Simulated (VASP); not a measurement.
# Se (Im-3m) in VASP: further runs, part 2 of 2

VASP 6.6.1. The steps go on from the part before.

## 3. Single point, r2SCAN

This run uses another cell than the first one, of 19.42 Å³/atom, 0.960 times its volume.

The input, POSCAR:

```
Se
1.0
   -1.6932740277      1.6932740277      1.6932740277
    1.6932740277     -1.6932740277      1.6932740277
    1.6932740277      1.6932740277     -1.6932740277
Se
1
Direct
    0.0000000000      0.0000000000      0.0000000000
```

The input, INCAR.step1:

```
SYSTEM = Se
PREC = Accurate ; ENCUT = 520
ISMEAR = 0 ; SIGMA = 0.05
LREAL = .False. ; LASPH = .True.
NELM = 80 ; NBANDS = 9
GGA = PE ; ALGO = Normal
EDIFF = 1E-4 ; LWAVE = .True.
LCHARG = .False.
```

The input, INCAR.step2:

```
SYSTEM = Se
PREC = Accurate ; ENCUT = 520
EDIFF = 1E-7 ; ISMEAR = 0
SIGMA = 0.05 ; LREAL = .False.
LASPH = .True. ; NELM = 80
ALGO = Normal ; ISIF = 2
LWAVE = .False. ; LCHARG = .True.
METAGGA = R2SCAN ; LMIXTAU = .True.
LELF = .True. ; LVHAR = .True.
NBANDS = 9 ; ISTART = 1
```

The input, KPOINTS:

```
regular mesh
0
Gamma
  18 18 18
  0 0 0
```

Potentials or basis: VASP PAW PBE potentials, release 64 (Se).

Run with:

```sh
cat potpaw_PBE.64/Se/POTCAR > POTCAR
cp INCAR.step1 INCAR
mpirun -np 1 vasp_std > vasp.out
cp INCAR.step2 INCAR
mpirun -np 1 vasp_std > vasp.out
```

OUTCAR:

```text
SYSTEM = Se
   PREC = Accurate
   ENCUT = 520
   EDIFF = 1E-7
   ISMEAR = 0
   LREAL = .False.
   LASPH = .True.
   NELM = 80
   ISIF = 2
   METAGGA = R2SCAN
   ISTART = 1

 ion  position               nearest neighbor table
   1  0.000  0.000  0.000-

  LATTYP: Found a body centered cubic cell.
 ALAT       =     3.3865480554

  Lattice vectors:

 A1 = (  -1.6932740277,   1.6932740277,   1.6932740277)
 A2 = (   1.6932740277,  -1.6932740277,   1.6932740277)
 A3 = (   1.6932740277,   1.6932740277,  -1.6932740277)

Analysis of symmetry for initial positions (statically):
=====================================================================
 Subroutine PRICEL returns:
 Original cell was already a primitive cell.

 Routine SETGRP: Setting up the symmetry group for a
 body centered cubic supercell.

 Subroutine GETGRP returns: Found 48 space group operations
 (whereof 48 operations were pure point group operations)
 out of a pool of 48 trial point group operations.

The static configuration has the point symmetry O_h .

Analysis of symmetry for dynamics (positions and initial velocities):
=====================================================================
 Subroutine PRICEL returns:
 Original cell was already a primitive cell.

 Routine SETGRP: Setting up the symmetry group for a
 body centered cubic supercell.

 Subroutine GETGRP returns: Found 48 space group operations
 (whereof 48 operations were pure point group operations)
 out of a pool of 48 trial point group operations.

The dynamic configuration has the point symmetry O_h .

 Subroutine INISYM returns: Found 48 space group operations
 (whereof 48 operations are pure point group operations),
 and found     1 'primitive' translations

----------------------------------------------------------------------------------------

                                     Primitive cell

  volume of cell :      19.4197

  direct lattice vectors                    reciprocal lattice vectors
    -1.693274028  1.693274028  1.693274028     0.000000000  0.295285932  0.295285932
     1.693274028 -1.693274028  1.693274028     0.295285932  0.000000000  0.295285932
     1.693274028  1.693274028 -1.693274028     0.295285932  0.295285932  0.000000000

  length of vectors
     2.932836647  2.932836647  2.932836647     0.417597370  0.417597370  0.417597370

  position of ions in fractional coordinates (direct lattice)
     0.000000000  0.000000000  0.000000000

  ion indices of the primitive-cell ions
   primitive index   ion index
                 1           1

----------------------------------------------------------------------------------------

 KPOINTS: regular mesh

Automatic generation of k-mesh.
 Grid dimensions read from file:
 generate k-points for:   18   18   18

 Generating k-lattice:

  Cartesian coordinates                     Fractional coordinates (reciprocal lattice)
     0.000000000  0.016404774  0.016404774     0.055555556  0.000000000  0.000000000
     0.016404774  0.000000000  0.016404774     0.000000000  0.055555556  0.000000000
     0.016404774  0.016404774  0.000000000     0.000000000  0.000000000  0.055555556

  Length of vectors
     0.023199854  0.023199854  0.023199854

  Shift w.r.t. Gamma in fractional coordinates (k-lattice)
     0.000000000  0.000000000  0.000000000

 Subroutine IBZKPT returns following result:
 ===========================================

 Found    195 irreducible k-points:

 Following reciprocal coordinates:
            Coordinates               Weight
  0.000000  0.000000  0.000000      1.000000
  0.055556  0.000000  0.000000     12.000000
  0.111111  0.000000  0.000000     12.000000
  0.166667  0.000000  0.000000     12.000000
  0.222222  0.000000  0.000000     12.000000
  0.277778  0.000000  0.000000     12.000000
[... 16 lines left out ...]
  0.333333  0.111111 -0.000000     48.000000
  0.388889  0.111111 -0.000000     48.000000
 [... further k-points ...]
   k-points           NKPTS =    195   k-points in BZ     NKDIM =    195   number of bands    NBANDS=      9
   number of dos      NEDOS =    301   number of ions     NIONS =      1
   total plane-waves  NPLWV =  13824
   dimension x,y,z NGX =    24 NGY =   24 NGZ =   24
   dimension x,y,z NGXF=    48 NGYF=   48 NGZF=   48
   ions per type =               1
   NGX,Y,Z   is equivalent  to a cutoff of  13.60, 13.60, 13.60 a.u.
   NGXF,Y,Z  is equivalent  to a cutoff of  27.21, 27.21, 27.21 a.u.
 SYSTEM =  Se
   PREC   = accura    normal or accurate (medium, high low for compatibility)
   ISTART =      1    job   : 0-new  1-cont  2-samecut
   ICHARG =      0    charge: 1-file 2-atom 10-const
   ISPIN  =      1    spin polarized calculation?
   LNONCOLLINEAR =      F non collinear calculations
   LSORBIT =      F    spin-orbit coupling
   LASPH  =      T    aspherical Exc in radial PAW
   ENCUT  =  520.0 eV  38.22 Ry    6.18 a.u.   5.45  5.45  5.45*2*pi/ulx,y,z
   NELM   =     80;   NELMIN=  2; NELMDL=  0     # of ELM steps
   EDIFF  = 0.1E-06   stopping-criterion for ELM
   LREAL  =      F    real-space projection
   EDIFFG = 0.1E-05   stopping-criterion for IOM
   NSW    =      0    number of steps for IOM
   IBRION =     -1    ionic relax: 0-MD 1-quasi-New 2-CG
   NFREE  =      0    steps in history (QN), initial steepest desc. (CG)
   ISIF   =      2    stress and relaxation
   ISYM   =      2    0-nonsym 1-usesym 2-fastsym
   POTIM  = 0.5000    time-step for ionic-motion
   TEBEG  =    0.0;   TEEND  =   0.0 temperature during run
   PSTRESS=    0.0 pullay stress
   NELECT =       6.0000    total number of electrons
   NUPDOWN=      -1.0000    fix difference up-down
   EMIN   =  10.00;   EMAX   =-10.00  energy-range for DOS
   EFERMI =   0.00;   METHOD = LEGACY
   ISMEAR =     0;   SIGMA  =   0.05  broadening in eV -4-tet -1-fermi 0-gaus
   EFERMI_NEDOS =   21; number of points for ismear=-14 and -15
   IALGO  =     38    algorithm
   IMIX   =      4    mixing-type and parameters
     AMIX     =   0.40;   BMIX     =  1.00
     AMIX_MAG =   1.60;   BMIX_MAG =  1.00
  volume/ion in A,a.u.               =      19.42       131.05
  Fermi-wavevector in a.u.,A,eV,Ry     =   1.106738  2.091431 16.665343  1.224868
  Thomas-Fermi vector in A             =   2.243243
   LORBIT       =      0    0 simple, 1 ext, 2 COOP (PROOUT), +10 PAW based schemes
   METAGGA = R2SCAN    functional components
   LHFCALC =     F    Hartree Fock is set to
   AEXX    =    0.0000 exact exchange contribution
   IVDW    =     0    specifies the selected vdW correction
   LEPSILON=     F    determine dielectric tensor
   LRPA    =     F    only Hartree local field effects (RPA)
 non-spin polarized calculation
 Gauss-broadening in eV      SIGMA  =   0.05
  energy-cutoff  :      520.00
  volume of cell :       19.42
 maximum number of plane-waves:       539
 NGX is ok and might be reduce to    24
   NGX = 11   NGY = 11   NGZ = 11

 number of electron       6.0000001 magnetization

 Free energy of the ion-electron system (eV)
  ---------------------------------------------------
  ext. energy  EPLUGINS =         0.00000000
  ---------------------------------------------------
  free energy    TOTEN  =       -13.58944109 eV

  energy without entropy =      -13.58866997  energy(sigma->0) =      -13.58905553

 E-fermi :   5.9237     XC(G=0): -11.3324

 val. band max:        5.9095509337   @ k =   0.4444   0.0000   0.0000
 cond. band min:       5.9335309178   @ k =  -0.3889   0.3889   0.0556
 fundamental gap:      0.0239799840
 Fermi energy:         5.9236657120

 k-point     1 :       0.0000    0.0000    0.0000
  band No.  band energies     occupation
      1     -11.3610      2.00000
      2       9.1937      0.00000
      3       9.1937      0.00000
      4       9.1937      0.00000
      5      18.8914      0.00000
      6      18.8914      0.00000
      7      18.8914      0.00000
      8      18.9947      0.00000
      9      22.4257      0.00000
[... 265 lines left out ...]
 k-point    24 :       0.3889    0.1111   -0.0000
  band No.  band energies     occupation
      1      -7.5721      2.00000
      2      -0.8137      2.00000
      3       4.9165      2.00000
      4       7.6170      0.00000
      5      14.4455      0.00000
      6      16.1496      0.00000
      7      22.3070      0.00000
      8      24.5962      0.00000
      9      27.1561      0.00000

 [... further k-points ...]

------------------------ aborting loop because EDIFF is reached ----------------------------------------

  FORCE on cell =-STRESS in cart. coord.  units (eV):
  Direction    XX          YY          ZZ          XY          YZ          ZX
  --------------------------------------------------------------------------------------
  -------------------------------------------------------------------------------------
  Total        0.4072777      0.4072777      0.4072777      0.0000000     -0.0000000      0.0000000
  in kB       33.6015606     33.6015606     33.6015606      0.0000000     -0.0000000      0.0000000
  external PRESSURE =      33.6015606 kB  Pullay stress =       0.0000000 kB

 VOLUME and BASIS-vectors are now :
 -----------------------------------------------------------------------------
  energy-cutoff  :      520.00
  volume of cell :       19.42
      direct lattice vectors                 reciprocal lattice vectors
    -1.693274028  1.693274028  1.693274028     0.000000000  0.295285932  0.295285932
     1.693274028 -1.693274028  1.693274028     0.295285932  0.000000000  0.295285932
     1.693274028  1.693274028 -1.693274028     0.295285932  0.295285932  0.000000000

 POSITION                                       TOTAL-FORCE (eV/Angst)
 -----------------------------------------------------------------------------------
      0.00000      0.00000      0.00000         0.000000      0.000000     -0.000000
 -----------------------------------------------------------------------------------
    total drift:                                0.000000      0.000000      0.000000

  FREE ENERGIE OF THE ION-ELECTRON SYSTEM (eV)
  ---------------------------------------------------
  free  energy   TOTEN  =       -13.5894410876 eV

  energy  without entropy=      -13.5886699695  energy(sigma->0) =      -13.58905553
```

OUTCAR.step1:

```text
SYSTEM = Se
   PREC = Accurate
   ENCUT = 520
   ISMEAR = 0
   LREAL = .False.
   LASPH = .True.
   NELM = 80
[... 506 lines left out ...]
 -----------------------------------------------------------------------------------
      0.00000      0.00000      0.00000         0.000000      0.000000     -0.000000
 -----------------------------------------------------------------------------------
    total drift:                                0.000000     -0.000000      0.000000

  FREE ENERGIE OF THE ION-ELECTRON SYSTEM (eV)
  ---------------------------------------------------
  free  energy   TOTEN  =        -2.9106396282 eV

  energy  without entropy=       -2.9100300641  energy(sigma->0) =       -2.91033485
```

It took 39 s on 1 thread of Intel Xeon 6975P-C (Granite Rapids), shared host; peak memory 0.16 GiB.

Results:

* Free energy: -13.5894 eV
* Pressure: 3.4 GPa
* Band gap on the k mesh: none (metal or under the smearing width)

Caveat: the PAW data sets were made with another functional, which shifts forces and pressure a little.
